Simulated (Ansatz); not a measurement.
InSe, space group R3m, the levels without and with spin-orbit coupling

Computed with Ansatz 0.2.0 through its Python package.

The cells in order, each with its output:

**Cell 1**
```python
import warnings

import ansatz as az
from pymatgen.core import Lattice, Structure
from pymatgen.io.ase import AseAtomsAdaptor
```

**Cell 2**
```python
warnings.simplefilter("ignore", az.DeckWarning)
```

**Cell 3**
```python
pmg_structure = Structure(
    Lattice([[2.0, 1.154701, 8.44], [-2.0, 1.154701, 8.44], [0.0, -2.309401, 8.44]]),
    ["In", "In", "Se", "Se"],
    [
        [0.0, 0.0, 0.0],
        [0.1114, 0.1114, 0.1114],
        [0.6165, 0.6165, 0.6165],
        [0.8281, 0.8281, 0.8281],
    ],
)
xtal = az.Crystal.from_ase(AseAtomsAdaptor.get_atoms(pmg_structure))
```

**Cell 4**
```python
model = (
    xtal.calculation()
    .kpoints(6, 6, 6)
    .basis(450)
    .occupations("Fermi-Dirac", width=0.02)
    .functional("lda")
    .band_table()
)
for label, variant in (("scalar-relativistic", model), ("spin-orbit", model.spin(soc=True))):
    rep = variant.run().report
    zero = rep["band_edges_ev"][0] if rep.get("band_edges_ev") else rep["fermi_energy_ev"]
    near = [round(e - zero, 3) for e in rep["eigenvalues_ev"][0] if abs(e - zero) < 2]
    print(label)
    print("  band edges (eV):", [round(e, 3) for e in rep.get("band_edges_ev") or []] or "none reported")
    print("  levels at k =", rep["kpoints_frac"][0], "within 2 eV of the zero:", near)
```
Output:
```text
scalar-relativistic
  band edges (eV): none reported
  levels at k = [0.0, 0.0, 0.0] within 2 eV of the zero: [-1.684, -1.404, -1.404, -1.31, -1.31, 1.452, 1.811]
spin-orbit
  band edges (eV): none reported
  levels at k = [0.0, 0.0, 0.0] within 2 eV of the zero: [-1.824, -1.824, -1.489, -1.489, -1.456, -1.456, -1.278, -1.278, -1.18, -1.18, 1.435, 1.435, 1.78, 1.78]
```

Notes:
- The computed bands are complete only to about 4.2 eV above the Fermi level.
- Of the deposited cell: the entry's cell lengths or inner coordinates differ somewhat from later room-temperature determinations.
- The structure is a deposited one; some such entries were measured under pressure or heat, so a shift against it needn't be the functional's error alone.
- Gaps and levels are Kohn-Sham values on a finite set of k-points.
- With spin-orbit coupling each level holds one electron and, with inversion or at time-reversal points, comes in pairs; a window in energy can cut a split set.
- Wall time of the script: 88 s on 1 thread of Arm Neoverse V2, with other jobs on the host, peak memory 1 GiB.
